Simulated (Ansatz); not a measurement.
## SiO2 (Fm-3m): G0W0 and the choice of datasets

```cif
data_structure
_symmetry_space_group_name_H-M 'P 1'
_symmetry_Int_Tables_number 1
_cell_length_a 3.1047
_cell_length_b 3.1047
_cell_length_c 3.1047
_cell_angle_alpha 60.000
_cell_angle_beta 60.000
_cell_angle_gamma 60.000
_cell_volume 21.16
loop_
_atom_site_label
_atom_site_type_symbol
_atom_site_fract_x
_atom_site_fract_y
_atom_site_fract_z
_atom_site_occupancy
Si1 Si 0.00000 0.00000 0.00000 1
O1 O 0.25000 0.25000 0.25000 1
O2 O 0.75000 0.75000 0.75000 1
```

Held fixed (Ansatz):

```
orbitals        : r²SCAN
k mesh          : 4×4×4
empty bands     : 136
response cutoff : 200 eV
frequencies     : contour deformation
q → 0 term      : analytic weight of Carrier, Rohra and Görling
band sums       : cut at the band count
```

The gap is read direct at k = (0, -0.5, -0.5), linearised, between the Kohn-Sham band edges among the points solved. ε∞ is the electronic dielectric constant on this mesh.

```csv
"datasets, wave cutoff",KS gap (eV),G0W0 gap (eV),ε∞
"all-electron, 4620 eV",2.82,4.07,3.5
"hard PAW, 700 eV",2.82,4.07,3.5
"hand-made PAW, accurate, 900 eV",2.81,4.19,3.5
"hand-made PAW, 1050 eV",2.82,?,?
"JTH PAW, 700 eV",2.80,4.03,3.5
"soft PAW (1st gen.), 500 eV",2.83,4.14,3.5
"norm-conserving, 1290 eV",2.82,4.09,3.5
```

Q: Fill in the row for hand-made PAW, 1050 eV.

A: G0W0 gap 4.21 eV, ε∞ 3.5.

The cell is a model at fixed atoms and needn't be the relaxed known crystal. The PAW or pseudopotential files were made with PBE. Soft PAW datasets can miss an all-electron G0W0 gap by more than 5 %. With norm-conserving pseudopotentials the core–valence exchange is only approximate, which can shift gaps by tenths of an eV and RPA lattice constants by most of a per cent. Points k are given in fractions of the reciprocal vectors. The mesh is coarse, so these are values at the stated settings, not converged ones. Band sums or response are cut, so the gap isn't at its basis limit. The gap is read on the mesh, and the crystal's band edges can lie off it. With r²SCAN or HSE06 the Kohn-Sham levels are generalised ones.
